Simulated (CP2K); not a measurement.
Runs of CP2K 2026.2 on Ca. The structure is cubic, space group Fm-3m (No. 225). Conventional cell: a = 5.588 Å, b = 5.588 Å, c = 5.588 Å, α = 90.00°, β = 90.00°, γ = 90.00°. Ca (site symmetry m-3m) is surrounded by 12 Ca at 3.95 Å. 

| task | level | potentials or basis | cell | smearing | EPS_DEFAULT | NGRIDS | basis sets | potentials | CUTOFF of the grids | gap on the mesh (eV) | pressure (GPa) |
| --- | --- | --- | --- | --- | --- | --- | --- | --- | --- | --- | --- |
| single point | PBEsol | POTENTIAL_UZH Ca GTH-PBE-q10; TZVP-MOLOPT-PBE-GTH basis | cell strained at random at fixed volume | fermi-dirac 0.05 eV | 1.0E-10 | 4 | Ca TZVP-MOLOPT-PBE-GTH-q10 | Ca GTH-PBE-q10 of POTENTIAL_UZH | 450 Ry | none | -1.0 |
| band structure | r2SCAN | POTENTIAL_UZH Ca GTH-SCAN-q10; TZVP-MOLOPT-SCAN-GTH basis | as given | fermi-dirac 0.0259 eV | 1.0E-9 | 4 | Ca TZVP-MOLOPT-SCAN-GTH-q10 | Ca GTH-SCAN-q10 of POTENTIAL_UZH | 675 Ry | none | -0.3 |
| single point | PBEsol | POTENTIAL_UZH Ca GTH-PBE-q10; TZVP-MOLOPT-PBE-GTH basis | as given | fermi-dirac 0.05 eV | 1.0E-10 | 5 | Ca TZVP-MOLOPT-PBE-GTH-q10 | Ca GTH-PBE-q10 of POTENTIAL_UZH | 450 Ry | none | -1.0 |
| band structure | LDA | GTH_POTENTIALS Ca GTH-PADE-q10; TZVP-MOLOPT-PBE-GTH basis | as given | fermi-dirac 0.05 eV | 1.0E-9 | 5 | Ca TZVP-MOLOPT-PBE-GTH-q10 | Ca GTH-PADE-q10 of GTH_POTENTIALS | 450 Ry | none | (a) |
| band structure | PBEsol | POTENTIAL_UZH Ca GTH-PBE-q10; TZVP-MOLOPT-PBE-GTH basis | as given | fermi-dirac 0.05 eV | 1.0E-9 | 5 | Ca TZVP-MOLOPT-PBE-GTH-q10 | Ca GTH-PBE-q10 of POTENTIAL_UZH | 450 Ry | none | -1.0 |

Alike in all rows: no spin polarisation; k mesh 8 × 8 × 8.

Q: Estimate the missing entries.

A: (a) -2.1.

Caveats: the basis of atomic orbitals isn't converged, which shifts pressures, moduli and gaps; the potentials were made for another functional, which shifts forces and pressure (some runs).

A gap of «none» marks a metal or a gap under the smearing width.
